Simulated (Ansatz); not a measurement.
# 5-layer 2H-WS2 (2H stacking) in a perpendicular field, part 2 of 2

Aim: how the 5-layer 2H-WS2 (2H stacking) screens a field along its normal, and what the field does to its bands. A positive field points along +c.

Ansatz 0.2.0; plane-wave DFT, PBE-D3(BJ), Ansatz PAW.

So far. Step 2 (Relaxation): The lattice constant a goes from 3.180 to 3.155 Å.

**3. Single point, field 0, start network**

A sawtooth potential applies the field, turning back in the middle of the vacuum. With the dipole correction the typed value is the field outside the slab. The induced dipole is small, so the SCF threshold is tight.

The cell differs from the one that the last finished run ended in (c 89.778 → 45.455 Å).

Contents of input.yaml:

```yaml
crystal:
  lattice:
    - [3.1552005062, 0.0, 0.0]
    - [-1.5776002531, 2.7324837924, 0.0]
    - [0.0, 0.0, 45.4545830872]
  atoms:
    - { symbol: S, position: [0.3333333333, 0.6666666667, 0.1979998361] }
    - { symbol: W, position: [0.0, 0.0, 0.2326948848] }
    - { symbol: S, position: [0.3333333333, 0.6666666667, 0.2673478177] }
    - { symbol: S, position: [0.0, 0.0, 0.3317770894] }
    - { symbol: W, position: [0.3333333333, 0.6666666667, 0.3664152594] }
    - { symbol: S, position: [0.0, 0.0, 0.4010520711] }
    - { symbol: S, position: [0.3333333333, 0.6666666667, 0.4653639263] }
    - { symbol: W, position: [0.0, 0.0, 0.5] }
    - { symbol: S, position: [0.3333333333, 0.6666666667, 0.5346360737] }
    - { symbol: S, position: [0.0, 0.0, 0.5989479289] }
    - { symbol: W, position: [0.3333333333, 0.6666666667, 0.6335847406] }
    - { symbol: S, position: [0.0, 0.0, 0.6682229106] }
    - { symbol: S, position: [0.3333333333, 0.6666666667, 0.7326521823] }
    - { symbol: W, position: [0.0, 0.0, 0.7673051152] }
    - { symbol: S, position: [0.3333333333, 0.6666666667, 0.8020001639] }
kpoints:
  mp_grid: { grid: [18, 18, 1] }
  band_path:
    path: [[0, 0, 0], [0.5, 0, 0], [0.33333333, 0.33333333, 0], [0, 0, 0]]
    npoints: 16
hamiltonian:
  xc: pbe
  dispersion: d3bj
scf:
  occupations: { method: fermi_dirac, width: 0.02585 }
  convergence: { dr2_threshold: 1.0e-10 }
efield:
  axis: 3
  dipole_correction: true
  ramp_position: 0.97
  ramp_width: 0.06
  amplitude: 0
output:
  dos: { projected: true, e_range: [-6, 5] }
  write_potential: true
  write_density: true
  volumetric_format: npy
  elf: true
```

The run is started by

```sh
$ ansatz run input.yaml --threads 4 --pin off --max-ram 8192MiB --backend cpu --events-out ev --progress --plain --runs-dir out
```

Numbers of over 12 decimals in the logs are rounded to 6 here.

Output:

```text
[...]
Crystal: 15 atoms, lattice volume = 391.888 Å³
Basis set: ecut = 420 eV, 7567 PW (Γ)
Bands: 80, of which v1, the nominal top of the filled ones, is band 65 counted from 1 (64 counted from 0)
Symmetry: 6 space group operations
k-points: 37 of 324 (time reversal used)
[...]
SCF iter   1: F=—  HF=-60962.960547 eV  |F-HF|=—  |Δ(HF+E_count)|=         —  Δρ=4.37e-3  dr2=7.80e-2  ethr=1.77e-3  p=0.000 e·Å  D=3.01e-14 V/Å  ΔV_dip=-0.00 eV  dr2_dipole=3.39e-8  V_vac-E_F(+/−)=4.61/4.61 eV  ⟨swp⟩=8.0  Hψ=13753  notcnv=0
efield: sawtooth ramp at fractional position 0.9700 (set: `efield.ramp_position`, or a place that a band, a saddle search or an elastic batch's reference lends), width 0.0600; the density the first Hamiltonian is built on has a dipole p = 0.000 e·Å; the dipole correction subtracts the counter field D = 3.01e-14 V/Å, which shifts the + side's vacuum level by -0.00 eV against the − side's; the planar-averaged density in the ramp window peaks in size at 4.0e-5 e/Å³
[...]
SCF iter   2: F=—  HF=-60962.971572 eV  |F-HF|=—  |Δ(HF+E_count)|=   1.10e-2  Δρ=2.37e-3  dr2=1.13e-2  ethr=6.00e-5  p=-0.000 e·Å  D=-1.61e-5 V/Å  ΔV_dip=0.00 eV  dr2_dipole=3.42e-8  V_vac-E_F(+/−)=4.72/4.72 eV  ⟨swp⟩=3.1  Hψ=5545  notcnv=0  defer=263
[...]
SCF iter  12: F=-60962.982987 eV  HF=-60962.982987 eV  |F-HF|=7.28e-11  |Δ(HF+E_count)|=  8.73e-11  Δρ=7.17e-8  dr2=2.29e-11  ethr=1.00e-12  p=-0.000 e·Å  D=-7.17e-8 V/Å  ΔV_dip=0.00 eV  dr2_dipole=3.18e-13  V_vac-E_F(+/−)=4.59/4.59 eV  ⟨swp⟩=9.5  Hψ=11571  notcnv=0
SCF 1 converged in 12 iterations: F = -60962.982987 eV  dr2 = 2.29e-11
[...]
NSCF: frozen V_eff on 49 k-points
efield: sawtooth ramp at fractional position 0.9700 (kept from the solve that this one continues, or follows in the run), width 0.0600; the density the first Hamiltonian is built on has a dipole p = -0.000 e·Å; the dipole correction subtracts the counter field D = -7.17e-8 V/Å, which shifts the + side's vacuum level by +0.00 eV against the − side's; the planar-averaged density in the ramp window peaks in size at 1.5e-6 e/Å³
[...]
SCF converged after 12 iterations
Free energy (F): -60962.982987 eV
[...]
Internal energy: -60962.982987 eV  (E = F + TS)
E sigma→0 (E₀):  -60962.982987 eV
Fermi energy:    6.812267 eV
Dipole field:    D = 0.000000 V/Å  (p = 0.000001 e·Å, saw-weighted, corrected)
Work function:   Φ+ = 4.5879 eV   Φ− = 4.5879 eV
Levels:          The Fermi level and band energies are counted from a zero that moves with the ramp; work functions are not
[...]
--- Band table (eV; the first three rows and the last of 37) ---
  k-point 0: bands = [... 61 lower, 5.6291, 5.9689, 6.2042, 6.3397, 8.6192, 8.6192, 8.6201, 8.6201, ... 11 higher]
  k-point 1: bands = [... 61 lower, 5.6108, 5.9164, 6.1214, 6.2357, 8.5815, 8.5865, 8.5952, 8.6045, ... 11 higher]
  k-point 2: bands = [... 61 lower, 5.5155, 5.7342, 5.8665, 5.9328, 8.3086, 8.3376, 8.3936, 8.4524, ... 11 higher]
  k-point 36: bands = [... 61 lower, 5.6289, 5.6896, 5.7506, 5.7941, 7.6354, 7.6358, 7.6359, 7.6492, ... 11 higher]
```

Elapsed: 85 s, on 4 threads of Arm Neoverse V1, shared host; peak memory 1.8 GiB.

Numbers from this step:

```yaml
gap_on_the_k_mesh: 0.9931 eV
dipole_along_the_normal: 1.02e-6 e·Å
gap_along_the_path: 0.9931 eV
smallest_direct_gap_along_the_path: 1.841 eV
ionisation_energy_upper_face: 5.060 eV
electron_affinity_upper_face: 4.067 eV
gap_the_smaller_of_path_and_mesh: 0.9931 eV
```

Running mean over a fixed 2.7 Å (it still follows the layers) of the planar mean; the ramp of the sawtooth is left out. The electron's electrostatic potential energy less the Fermi level by z:

| z (Å) | electron's electrostatic potential energy less the Fermi level (eV) |
| --- | --- |
| 4 | 4.59 |
| 5 | 4.59 |
| 6 | 4.55 |
| 7 | 3.79 |
| 8 | -0.715 |
| 9 | -6.36 |
| 10 | -12.1 |
| 11 | -12.1 |
| 12 | -7.65 |
| 13 | -2.10 |
| 14 | -1.59 |
| 15 | -5.83 |
| 16 | -12.0 |
| 17 | -12.1 |
| 18 | -8.29 |
| 19 | -2.34 |
| 20 | -1.50 |
| 21 | -5.30 |
| 22 | -11.9 |
| 23 | -12.1 |
| 24 | -8.87 |
| 25 | -2.56 |
| 26 | -1.43 |
| 27 | -4.81 |
| 28 | -11.7 |
| 29 | -12.0 |
| 30 | -9.42 |
| 31 | -2.81 |
| 32 | -1.36 |
| 33 | -4.33 |
| 34 | -11.4 |
| 35 | -12.0 |
| 36 | -9.96 |
| 37 | -2.87 |
| 38 | 2.04 |
| 39 | 4.45 |
| 40 | 4.58 |
| 41 | 4.59 |

The density of states has structure finer than the step of the table below, so its rows give means over 0.25 eV, whole bins alone (the curve runs from -6 to 1.58 eV). Peaks (eV: height): -5.530: 28.2, -5.340: 20.6, -5.230: 20.8, -4.510: 29.6, -3.460: 18.3, -3.330: 24.7, -2.000: 23.5.

Table of density of states by energy, zero at the Fermi level of the run, which the smearing sets inside the gap; means over each step:

energy (eV), density of states (states/eV a cell) and a bar:
```
    -5.75       10.5 ###############
    -5.50       15.1 #####################
    -5.25       13.0 ##################
    -5.00        7.7 ###########
    -4.75       10.2 ##############
    -4.50       19.0 ###########################
    -4.25       11.0 ###############
    -4.00        7.7 ###########
    -3.75        8.8 ############
    -3.50       13.6 ###################
    -3.25       21.3 ##############################
    -3.00       13.2 ###################
    -2.75       13.0 ##################
    -2.50        8.3 ############
    -2.25        6.5 #########
    -2.00       15.8 ######################
    -1.75        9.9 ##############
    -1.50        6.5 #########
    -1.25        3.3 #####
    -1.00        1.0 #
    -0.75        0.5 #
    -0.50        0.1 
    -0.25        0.0 
     0.00        0.0 
     0.25        0.0 
     0.50        0.4 #
     0.75        2.7 ####
     1.00        7.1 ##########
     1.25       10.6 ###############
```

Projected DOS per atom over height of the atomic layer and energy from the Fermi level. Layers: S W S S W S S W S S W S S W S from below.

Ten even steps from '_' (0.00 states/eV) to '@' (1.73 states/eV), each cell a mean:
```
--@@::::@@::::@@::::@@::::@@--
..++....++....++....++....++..
__..____..____..____..____..__
______________________________
______________________________
______________________________
______________________________
______________..______________
__--____--____--____--____--__
..##....##....##....##....##..
::@@::--@@::--@@--::@@--::@@::
--..--::..::::..::::..::--..--
**::++**::****::****::**++::**
##==****==****--****==****==##
**++****++****++****++****++**
::--::::==::::==::::==::::--::
------------------------------
******************************
==--------------------------==
------==================------
******++====++==++====++******
--::----------------------::--
```
Columns: height of the atomic layer (Å) from 9 to 36.5 (not evenly spaced); rows upwards: energy from the Fermi level (eV) from -5.96 to 1.51.

Electronic bands along the path, in eV, zero at the Fermi level of the run, which the smearing sets inside the gap:

| point | band 62 | band 63 | band 64 | band 65 | band 66 | band 67 | band 68 | band 69 |
| --- | --- | --- | --- | --- | --- | --- | --- | --- |
| Γ | -1.18 | -0.84 | -0.61 | -0.47 | 1.81 | 1.81 | 1.81 | 1.81 |
| halfway | -2.04 | -1.99 | -1.97 | -1.96 | 0.91 | 1.05 | 1.26 | 1.35 |
| M | -2.13 | -2.07 | -2.03 | -2.00 | 1.84 | 1.85 | 1.86 | 1.88 |
| halfway | -1.62 | -1.54 | -1.48 | -1.44 | 1.47 | 1.50 | 1.53 | 1.56 |
| K | -1.18 | -1.12 | -1.06 | -1.02 | 0.82 | 0.82 | 0.82 | 0.84 |
| halfway | -2.00 | -1.99 | -1.98 | -1.98 | 0.52 | 0.68 | 0.89 | 1.11 |
| Γ | -1.18 | -0.84 | -0.61 | -0.47 | 1.81 | 1.81 | 1.81 | 1.81 |

Electrostatic potential energy in the ca plane at fractional y = 0.667, with atoms of S and W within 0.2 Å of it. With pseudopotentials it is smooth inside the atoms' cores, unlike the true potential.

Ten even steps from '0' (-36 eV) to '9' (11 eV), each cell a mean:
```
99999999999999999999987645789999999877888888
99999999999999999999987645789999999877888888
99999999999999999998788766787789999988876567
99999999999999999973236888752258999998730015
99999999999999999841204888611117999998600002
99999999999999999841214888611217999998600002
99999999999999999962126888741148999998730005
99999999999999999987778767777789999988875467
```
Columns run along c (16.0 Å, from fractional 0.04 to 0.39 of the cell; values clipped at the 3rd and 97th percentile), rows up along a (3.2 Å). Atoms in or near the plane, at fractional coordinates: S at (0.20, 0.33), S at (0.27, 0.33), W at (0.37, 0.33).

Valence density in the ca plane at fractional y = 0.667, with atoms of S and W within 0.2 Å of it. It is the smooth field of the valence electrons, not physical close to the nuclei.

Values in e/Å³, 5 rows by 16 columns, each cell a mean:
```
0.0 0.0 0.0 0.0 0.0 0.0 0.1 0.2 0.6 0.6 0.2 0.1 0.2 0.5 0.3 0.3
0.0 0.0 0.0 0.0 0.0 0.0 0.1 0.5 0.5 0.5 0.5 0.1 0.1 0.4 0.6 0.6
0.0 0.0 0.0 0.0 0.0 0.0 0.5 0.9 0.5 0.5 0.9 0.5 0.1 0.2 2.6 2.8
0.0 0.0 0.0 0.0 0.0 0.0 0.6 0.8 0.6 0.6 0.8 0.6 0.1 0.2 3.2 3.4
0.0 0.0 0.0 0.0 0.0 0.0 0.2 0.7 0.5 0.5 0.7 0.2 0.1 0.3 1.0 1.1
```
Columns run along c (16.0 Å, from fractional 0.04 to 0.39 of the cell), rows up along a (3.2 Å). Atoms in or near the plane, at fractional coordinates: S at (0.20, 0.33), S at (0.27, 0.33), W at (0.37, 0.33).

ELF in the ca plane at fractional y = 0.667, with atoms of S and W within 0.2 Å of it. It is the smooth field of the valence electrons, not physical close to the nuclei.

Ten even steps from '0' (0.00) to '9' (0.94), each cell a mean:
```
00000000000000000012332233123320015787743235
00000000000000000012221233122210026887753336
00000000000000013567774222367774103677532224
00000000000000147998887422688898400244336752
00000000000001368996147523662399710012265365
00000000000001369996147523661289710012265265
00000000000000257998787423687799400234246763
00000000000000013678875222468875103566522323
```
Columns run along c (16.0 Å, from fractional 0.04 to 0.39 of the cell), rows up along a (3.2 Å). Atoms in or near the plane, at fractional coordinates: S at (0.20, 0.33), S at (0.27, 0.33), W at (0.37, 0.33).

The gap is 0.99 eV, with the valence edge 5.06 eV and the conduction edge 4.07 eV under the upper vacuum level. Spin-orbit coupling, left out in this run, matters for the bands of elements this heavy.

**4. Atoms held, field 0.1 V/Å**

Edit input.yaml of step 3 so:

```diff
@@ -37,5 +37,4 @@
   ramp_width: 0.06
-  amplitude: 0
+  amplitude: 0.1
 output:
-  dos: { projected: true, e_range: [-6, 5] }
   write_potential: true
@@ -43,2 +42 @@
   volumetric_format: npy
-  elf: true
```

Output:

```text
[...]
Crystal: 15 atoms, lattice volume = 391.888 Å³
Basis set: ecut = 420 eV, 7567 PW (Γ)
Bands: 80, of which v1, the nominal top of the filled ones, is band 65 counted from 1 (64 counted from 0)
Symmetry: 6 space group operations
k-points: 37 of 324 (time reversal used)
[...]
k-point 0: bands = [... 61 lower, 5.6262, 5.9602, 6.1954, 6.3865, 8.4638, 8.4638, 8.5274, 8.5274, ... 11 higher]
  k-point 1: bands = [... 61 lower, 5.6059, 5.9054, 6.1119, 6.2885, 8.4165, 8.4680, 8.4985, 8.5045, ... 11 higher]
  k-point 2: bands = [... 61 lower, 5.5051, 5.7143, 5.8582, 6.0060, 8.1684, 8.3039, 8.3598, 8.3730, ... 11 higher]
  k-point 36: bands = [... 61 lower, 5.5882, 5.6819, 5.7816, 5.9155, 7.4649, 7.5440, 7.6352, 7.7273, ... 11 higher]
[key lines of the parts left out:]
SCF converged after 15 iterations
Free energy (F): -60962.989119 eV
Fermi energy:    6.808738 eV
Dipole field:    D = 0.056634 V/Å  (p = 0.122653 e·Å, saw-weighted, corrected)
```

Run time: 89 s. Hardware: 4 threads; peak memory 1.7 GiB; 5.9 min of CPU time.

The dipole is 0.123 e·Å, and the gap 0.892 eV.

**5. Atoms held, field -0.1 V/Å**

Edit input.yaml of step 4 so:

```diff
@@ -37,3 +37,3 @@
   ramp_width: 0.06
-  amplitude: 0.1
+  amplitude: -0.1
 output:
```

Output:

```text
[...]
Crystal: 15 atoms, lattice volume = 391.888 Å³
Basis set: ecut = 420 eV, 7567 PW (Γ)
Bands: 80, of which v1, the nominal top of the filled ones, is band 65 counted from 1 (64 counted from 0)
Symmetry: 6 space group operations
k-points: 37 of 324 (time reversal used)
[...]
k-point 0: bands = [... 61 lower, 5.6262, 5.9602, 6.1954, 6.3865, 8.4638, 8.4638, 8.5274, 8.5274, ... 11 higher]
  k-point 1: bands = [... 61 lower, 5.6059, 5.9054, 6.1119, 6.2885, 8.4165, 8.4680, 8.4985, 8.5045, ... 11 higher]
  k-point 2: bands = [... 61 lower, 5.5051, 5.7143, 5.8582, 6.0060, 8.1684, 8.3039, 8.3598, 8.3730, ... 11 higher]
  k-point 36: bands = [... 61 lower, 5.5882, 5.6819, 5.7816, 5.9155, 7.4649, 7.5440, 7.6352, 7.7274, ... 11 higher]
[key lines of the parts left out:]
SCF converged after 16 iterations
Free energy (F): -60962.989119 eV
Fermi energy:    6.808740 eV
Dipole field:    D = -0.056634 V/Å  (p = -0.122652 e·Å, saw-weighted, corrected)
```

Elapsed: 89 s, on 4 threads; peak memory 1.7 GiB.

The dipole is -0.123 e·Å, and the gap 0.892 eV.

**6. Atoms held, field 0.2 V/Å**

Edit input.yaml of step 5 so:

```diff
@@ -37,3 +37,3 @@
   ramp_width: 0.06
-  amplitude: -0.1
+  amplitude: 0.2
 output:
```

Output:

```text
[...]
Crystal: 15 atoms, lattice volume = 391.888 Å³
Basis set: ecut = 420 eV, 7567 PW (Γ)
Bands: 80, of which v1, the nominal top of the filled ones, is band 65 counted from 1 (64 counted from 0)
Symmetry: 6 space group operations
k-points: 37 of 324 (time reversal used)
[...]
k-point 0: bands = [... 61 lower, 5.6129, 5.9400, 6.2025, 6.4869, 8.2815, 8.2815, 8.3830, 8.3830, ... 11 higher]
  k-point 1: bands = [... 61 lower, 5.5874, 5.8817, 6.1241, 6.3959, 8.2293, 8.2899, 8.3360, 8.3808, ... 11 higher]
  k-point 2: bands = [... 61 lower, 5.4702, 5.6862, 5.8914, 6.1325, 7.9899, 8.1535, 8.2095, 8.2758, ... 11 higher]
  k-point 36: bands = [... 61 lower, 5.4979, 5.6802, 5.8661, 6.0862, 7.2805, 7.4518, 7.6345, 7.8183, ... 11 higher]
[key lines of the parts left out:]
SCF converged after 15 iterations
Free energy (F): -60963.007518 eV
Fermi energy:    6.800639 eV
Dipole field:    D = 0.113282 V/Å  (p = 0.245336 e·Å, saw-weighted, corrected)
```

Run time: 88 s. Hardware: 4 threads; peak memory 1.8 GiB.

The dipole is 0.245 e·Å, and the gap 0.674 eV.

**7. Atoms held, field 0.3 V/Å**

Edit input.yaml of step 6 so:

```diff
@@ -37,3 +37,3 @@
   ramp_width: 0.06
-  amplitude: 0.2
+  amplitude: 0.3
 output:
```

Output:

```text
[...]
Crystal: 15 atoms, lattice volume = 391.888 Å³
Basis set: ecut = 420 eV, 7567 PW (Γ)
Bands: 80, of which v1, the nominal top of the filled ones, is band 65 counted from 1 (64 counted from 0)
Symmetry: 6 space group operations
k-points: 37 of 324 (time reversal used)
[...]
k-point 0: bands = [... 61 lower, 5.5837, 5.9230, 6.2384, 6.6099, 8.0978, 8.0978, 8.2096, 8.2096, ... 11 higher]
  k-point 1: bands = [... 61 lower, 5.5529, 5.8647, 6.1666, 6.5243, 8.0412, 8.1093, 8.1612, 8.1959, ... 11 higher]
  k-point 2: bands = [... 61 lower, 5.4218, 5.6787, 5.9535, 6.2759, 7.8048, 7.9836, 8.0336, 8.1893, ... 11 higher]
  k-point 36: bands = [... 61 lower, 5.4055, 5.6790, 5.9548, 6.2630, 7.0964, 7.3596, 7.6335, 7.9083, ... 11 higher]
[key lines of the parts left out:]
SCF converged after 15 iterations
Free energy (F): -60963.038189 eV
Fermi energy:    6.790790 eV
Dipole field:    D = 0.169971 V/Å  (p = 0.368109 e·Å, saw-weighted, corrected)
```

It took 89 s on 4 threads; peak memory 1.7 GiB; 5.9 min of CPU time.

The dipole is 0.368 e·Å, and the gap 0.407 eV.

**8. Response, atoms held**

This step: plane-wave DFT, PBE-D3(BJ), Ansatz PAW; response to a field along the normal, atoms held (Ansatz 0.2.0).

The dipoles give the slope, and the difference of two potentials shows where the field is screened.

This step gave:

- equivalent conductor thickness p/(ε₀AE): 25.74 Å
- distance between the outer atoms: 27.45 Å

Dipole of the cell against applied field:

| applied field (V/Å) | dipole of the cell (e·Å) |
| --- | --- |
| -0.100 | -0.123 |
| 0.000 | 1.0e-6 |
| 0.100 | 0.123 |
| 0.200 | 0.245 |
| 0.300 | 0.368 |

Local field over the applied field, running mean. From the potentials at -0.1 and 0.1 V/Å; running mean over 2.8 Å. The local field over applied field by z:

| z (Å) | local field over applied field |
| --- | --- |
| 5 | 0.996 |
| 6 | 0.965 |
| 7 | 0.802 |
| 8 | 0.494 |
| 9 | 0.196 |
| 10 | 0.0599 |
| 11 | 0.0498 |
| 12 | 0.130 |
| 13 | 0.254 |
| 14 | 0.269 |
| 15 | 0.162 |
| 16 | 0.0580 |
| 17 | 0.0454 |
| 18 | 0.119 |
| 19 | 0.247 |
| 20 | 0.271 |
| 21 | 0.172 |
| 22 | 0.0618 |
| 23 | 0.0427 |
| 24 | 0.110 |
| 25 | 0.240 |
| 26 | 0.272 |
| 27 | 0.182 |
| 28 | 0.0663 |
| 29 | 0.0411 |
| 30 | 0.102 |
| 31 | 0.234 |
| 32 | 0.276 |
| 33 | 0.193 |
| 34 | 0.0738 |
| 35 | 0.0432 |
| 36 | 0.110 |
| 37 | 0.346 |
| 38 | 0.670 |
| 39 | 0.917 |
| 40 | 0.989 |

The induced electron density oscillates, so the rows of the table below give means over windows of 2.98 Å about each position, cut where the curve ends. Its maxima inside the range that stand out by 2 % of the span (Å: e/Å³ per V/Å): 8.1: 0.00362, 9.1: 0.00107, 11.2: 4.3e-4, 14.2: 0.00225, 17.3: 4.2e-4, 20.3: 0.00226, 23.4: 4.1e-4, 26.4: 0.00226, 29.4: 4.2e-4, 32.5: 0.00226, 35.5: 5.7e-4, 36.6: -9.2e-4. Its minima: 8.8: 9.2e-4, 9.9: -5.7e-4, 12.9: -0.00226, 16.1: -4.2e-4, 19.0: -0.00226, 22.0: -4.1e-4, 25.1: -0.00226, 28.1: -4.2e-4, 31.2: -0.00225, 34.2: -4.3e-4, 36.4: -0.00107, 37.5: -0.00360.

Electrons, planar mean, per unit field. The induced electron density by z; means over each step:

| z (Å) | induced electron density (e/Å³ per V/Å) |
| --- | --- |
| 5.61 | 2.0e-4 |
| 8.59 | 0.00155 |
| 11.57 | -5.2e-4 |
| 14.55 | 5.5e-4 |
| 17.53 | -4.6e-4 |
| 20.51 | 4.8e-4 |
| 23.49 | -3.9e-4 |
| 26.47 | 4.0e-4 |
| 29.45 | -3.3e-4 |
| 32.43 | 3.4e-4 |
| 35.41 | -3.2e-4 |
| 38.39 | -0.00149 |

The smaller of the gaps on the path and on the k-mesh, counted as 0 under 0.03 eV. Table of gap by applied field:

| applied field (V/Å) | gap (eV) |
| --- | --- |
| -0.100 | 0.892 |
| 0.000 | 0.993 |
| 0.100 | 0.892 |
| 0.200 | 0.674 |
| 0.300 | 0.407 |

By hand: between -0.1 and 0.1 V/Å the dipole changes by 0.2453 e·Å, a slope of 1.227 e·Å²/V. A perfect conductor of thickness t has p = ε₀AEt, so t = 180.95 × 1.227 / 8.622 = 25.74 Å (e/ε₀ = 180.95 V·Å, A in Å²).

The induced dipole is that of a conductor 25.74 Å thick.

**9. Summary of results**

```
gap without field                          : 0.993 eV
ionisation energy, upper face              : 5.06 eV
electron affinity, upper face              : 4.07 eV
equivalent conductor thickness, atoms held : 25.7 Å
```

What this shows: The induced dipole equals that of a perfect conductor 25.74 Å thick, while the outer atoms lie 27.45 Å apart; an out-of-plane ε follows only once a thickness t is chosen, by 1 − 1/ε = 25.74 Å / t. The gap goes from 0.99 eV to 0.41 eV at 0.3 V/Å. With the field reversed the gap is 0.89 eV at -0.1 V/Å. Semilocal functionals give gaps that are too small, and excitons are not included. Spin-orbit coupling is left out, which matters for the bands of elements this heavy.

[Logs are printed without paths, hosts, clocks, repeated set-up lines and the standing remarks that a program may print on its own settings, such as how far it seeks lower states.]

[Hosts, paths, dates, database ids (printed as entryN), source tags and the programs' standing remarks are cut or masked in the printed files.]

[Maps of the electrostatic potential energy from Ansatz leave out the sawtooth potential of an applied field or a dipole correction, so their vacuum need not be flat; planar profiles and work functions include it.]

[The density of states shown here was stored with 400 of the rows of the run's finer table, so its peaks can read low, often by over a quarter, or be missed, and its means over a window can be off by a tenth or more.]
